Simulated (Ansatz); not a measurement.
Mg:

```
CELL_PARAMETERS angstrom
3.05030 0.00000 0.00000
-1.52515 2.64164 0.00000
0.00000 0.00000 3.04484
ATOMIC_POSITIONS crystal
Mg 0.00000 0.00000 0.00000
```

This isn't the form of Mg at room conditions, which is hcp.

Base run:

```yaml
Program: Ansatz 0.2.0
Functional: RPBE
Potentials_or_basis: all-electron LAPW, scalar-relativistic
Cutoff: 121 eV (chosen from the basis error)
Basis_error_allowed: 0.001 eV/atom
k_mesh: 10 × 10 × 9
Occupations: gaussian, width 0.05 eV
Spin: no spin polarisation
```

Its results: band gap on the k mesh none (metal or under the smearing width); pressure 2.2 GPa.

Q: The run is repeated on the same cell with these changes: functional from RPBE to PBE; occupations from gaussian, width 0.05 eV to gaussian, width 0.02 eV. What comes out?

A: Band gap on the k mesh none (metal or under the smearing width); pressure 1.2 GPa.
